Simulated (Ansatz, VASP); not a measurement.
## Te: VASP beside Ansatz

```xyz
2
Lattice="3.3179 0.0000 0.0000 -1.6590 2.8734 0.0000 0.0000 0.0000 4.7019" Properties=species:S:1:pos:R:3 pbc="T T T"
Te    0.0000    1.9156    1.1755
Te    1.6590    0.9578    3.5264
```

Alike in both runs: functional PBEsol; k mesh 14 × 14 × 8; occupations fermi-dirac, width 0.08 eV; no spin polarisation.

Ansatz relaxed the structure, and its values are those at the end. VASP's run is a single point on that final structure, the one shown.

```csv
,VASP,Ansatz
version,VASP 6.6.1,Ansatz 0.2.0
potentials or method,"VASP PAW PBE potentials, release 64 (Te)","PAW with Ansatz's default frozen-core files, scalar-relativistic"
plane-wave cutoff (eV),520,420
valence electrons in the cell,12,32
```

```tsv
	VASP	Ansatz	Ansatz less VASP
pressure (GPa)	19.6	19.4	-0.14
```

The two sets of potentials don't hold the same shells in valence.

Caveats: so large a pressure means that the cell lies far from this level's equilibrium, or that cutoff or potentials fall short (VASP); the potentials were made for another functional, which shifts forces and pressure (VASP). The runs have no spin-orbit coupling, so splittings on Te are missing.
